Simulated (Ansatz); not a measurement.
# Response to strain in BaSnO3

Start from BaSnO3 in the cubic perovskite structure (space group Pm-3m, No. 221).

```
BaSnO3
1.0
    4.12186     0.00000     0.00000
    0.00000     4.12186     0.00000
    0.00000     0.00000     4.12186
Ba Sn O
1 1 3
Direct
  0.00000   0.00000   0.00000
  0.50000   0.50000   0.50000
  0.00000   0.50000   0.50000
  0.50000   0.50000   0.00000
  0.50000   0.00000   0.50000
```

Cartesian axes are those of the cell as printed.

Strains are applied to the cell and any free atomic positions relax; under biaxial strain the out-of-plane vector relaxes too.

Computed with PBEsol/PAW in Ansatz (an electronic-structure program), no spin-orbit coupling.

For the base:

- Band gap: 0.86 eV

The aim is a band gap between 0.38 eV and 0.47 eV. Which of these changes reaches it?
A. biaxial strain +1.13 %, plane normal [001], relaxed out of plane
B. strain tensor (xx, yy, zz, yz, xz, xy) = (+0.24, −2.41, −1.39, +0.98, +0.15, +1.67) %
C. uniaxial strain ε_zz = +3.47 %
D. uniaxial strain ε_yy = +2.16 %
E. biaxial strain −0.93 %, plane normal [001], relaxed out of plane

C, uniaxial strain ε_zz = +3.47 %. It gives 0.43 eV; strain tensor (xx, yy, zz, yz, xz, xy) = (+0.24, −2.41, −1.39, +0.98, +0.15, +1.67) % gives 1.26 eV; uniaxial strain ε_yy = +2.16 % gives 0.58 eV; biaxial strain +1.13 %, plane normal [001], relaxed out of plane gives 0.65 eV; biaxial strain −0.93 %, plane normal [001], relaxed out of plane gives 1.01 eV. Changes not listed may reach it too

No phonon test of stability was made.
